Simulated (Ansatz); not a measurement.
Crystal: Pt.

```
Pt
1.0
    -1.58422    1.58422    1.58422
     1.58422   -1.58422    1.58422
     1.58422    1.58422   -1.58422
Pt
1
Direct
  0.00000 0.00000 0.00000
```

This isn't the form of Pt at room conditions, which is fcc.

* Program: Ansatz 0.2.0
* Task: relaxation of cell and atoms
* Functional: PBEsol
* Potentials or basis: Ansatz PAW
* Cutoff: 420 eV (not typed: the program's choice for these potentials)
* k mesh: 12 × 12 × 12
* Occupations: fermi-dirac, width 0.05 eV
* Spin: no spin polarisation

At the start: volume 15.90 Å³/atom.

Where does the relaxation end?

It ends after 5 steps and the volume is 15.19 Å³/atom (-4.5 %); space group Im-3m (No. 229, to 0.05 Å).

Step by step:
| step | energy change (eV) | largest force (eV/Å) | volume (Å³) |
| --- | --- | --- | --- |
| 1 | 0.0000 | 0.0000 | 15.90 |
| 2 | -0.0253 | 0.0000 | 15.32 |
| 3 | -0.0263 | 0.0000 | 15.18 |
| 4 | -0.0263 | 0.0000 | 15.19 |
| 5 | -0.0260 | 0.0000 | 15.19 |

Final structure:
```cif
data_structure
_symmetry_space_group_name_H-M 'P 1'
_symmetry_Int_Tables_number 1
_cell_length_a 2.7025
_cell_length_b 2.7025
_cell_length_c 2.7025
_cell_angle_alpha 109.471
_cell_angle_beta 109.471
_cell_angle_gamma 109.471
_cell_volume 15.19
loop_
_atom_site_label
_atom_site_type_symbol
_atom_site_fract_x
_atom_site_fract_y
_atom_site_fract_z
_atom_site_occupancy
Pt1 Pt 0.00000 0.00000 0.00000 1
```

Caveat: the plane-wave basis is chosen anew once the cell has moved, so the energies of steps on either side of that aren't comparable; the PAW data sets come from PBE, with cores solved anew for the run's functional, which leaves a small shift of forces and pressure.
